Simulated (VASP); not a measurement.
Write the native input for VASP 6.6.1 that does the following.

| Item | Value |
| --- | --- |
| Task | single point |
| Functional | BLYP |
| Potentials or basis | VASP PAW PBE potentials, release 64 (Zr_sv) |
| Cutoff | 520 eV |
| k mesh | 17 × 17 × 17 |
| Occupations | fermi-dirac, width 0.1 eV |
| Spin | no spin polarisation |
| Dipole correction | no |
| Further INCAR settings | ALGO = Normal; EDIFF = 1e-07; NBANDS = 12 |

The structure of Zr lies in POSCAR:

```
Zr
1.0
    2.9626510696      0.0000000000      0.0000000000
    0.0000000000      2.9626510696      0.0000000000
    0.0000000000      0.0000000000      2.9626510696
Zr
1
Direct
    0.0000000000      0.0000000000      0.0000000000
```

This isn't the form of Zr at room conditions, which is hcp.

The input as run:

INCAR

```
SYSTEM = Zr
  AGGAC = 1.0
  AGGAX = 1.0
  ALDAC = 0.0
  ALDAX = 1.0
  ALGO = Normal
  EDIFF = 1E-7
  ENCUT = 520
  GGA = B5
  ISIF = 2
  ISMEAR = -1
  LASPH = .True.
  LCHARG = .False.
  LREAL = .False.
  LWAVE = .False.
  NBANDS = 12
  NELM = 80
  PREC = Accurate
  SIGMA = 0.1
```

KPOINTS

```
k-points
0
Gamma
  17 17 17
  0 0 0
```

Potentials or basis: VASP PAW PBE potentials, release 64 (Zr_sv).

Command:

```bash
$ cat potpaw_PBE.64/Zr_sv/POTCAR > POTCAR
$ mpirun -np 1 vasp_std > vasp.out
```

Results of the run:

The pressure is 0.2 GPa and the band gap on the k mesh is none (metal or under the smearing width).

Caveat: the PAW data sets were made with another functional, which shifts forces and pressure a little.

Run time: 51 s on 1 thread of Intel(R) Xeon(R) Platinum 8375C CPU @ 2.90GHz (Ice Lake), with other jobs on the host, peak memory 0.17 GiB.
